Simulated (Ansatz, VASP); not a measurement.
# Two plane-wave programs on Al

Contents of INCAR:

```
SYSTEM = Al
  PREC = Accurate
  ENCUT = 520
  EDIFF = 1E-6
  ISMEAR = -1
  SIGMA = 0.1
  LREAL = .FALSE.
  LASPH = .TRUE.
  NELM = 80
  ALGO = Normal
  ISIF = 2
  LWAVE = .FALSE.
  LCHARG = .FALSE.
  GGA = B5
  ALDAX = 1.0
  AGGAX = 1.0
  AGGAC = 1.0
  ALDAC = 0.0
  NBANDS = 10
```

The input KPOINTS:

```
regular mesh
0
G
  14 14 7
  0 0 0
```

POSCAR

```
Al
1.0
    2.9627972633      0.0000000000      0.0000000000
   -1.4813986316      2.5658576963      0.0000000000
    0.0000000000      0.0000000000      5.0113472414
Al
2
Direct
    0.3333333333      0.6666666667      0.2500000000
    0.6666666667      0.3333333333      0.7500000000
```

Input for Ansatz:

```yaml
crystal:
  lattice:
    - [2.9627972633, 0.0, 0.0]
    - [-1.4813986316, 2.5658576963, 0.0]
    - [0.0, 0.0, 5.0113472414]
  atoms:
    - { symbol: Al, position: [0.3333333333, 0.6666666667, 0.25] }
    - { symbol: Al, position: [0.6666666667, 0.3333333333, 0.75] }
hamiltonian:
  xc: blyp
  pseudopotentials:
    kind: paw
    azcp:
      Al: "pseudopotentials/Al.paw.azcp"
basis:
  ecutwfc: 420
  fft_grid_basis: typed
kpoints:
  mp_grid: { grid: [14, 14, 7], shift: [0, 0, 0] }
magnetization:
  spin_polarized: false
scf:
  occupations: { method: fermi_dirac, width: 0.1 }
  lower_state_search: "off"
output:
  stress: true
```

Alike in both runs: task single point; functional BLYP; k mesh 14 × 14 × 7; occupations fermi-dirac, width 0.1 eV; no spin polarisation.

```csv
,VASP,Ansatz
version,VASP 6.6.1,Ansatz 0.2.0
potentials or method,"VASP PAW PBE potentials, release 64 (Al)","plane waves (420 eV) with PAW, scalar-relativistic"
plane-wave cutoff (eV),520,420
valence electrons in the cell,6,6
```

|  | VASP | Ansatz | Ansatz less VASP |
| --- | --- | --- | --- |
| pressure (GPa) | -3.2 | -3.2 | -0.06 |
| largest component of the traceless stress (GPa) | 1.11 | 1.12 | +0.003 |

Caveats: the PAW data sets were made with another functional, which shifts forces and pressure a little (VASP).
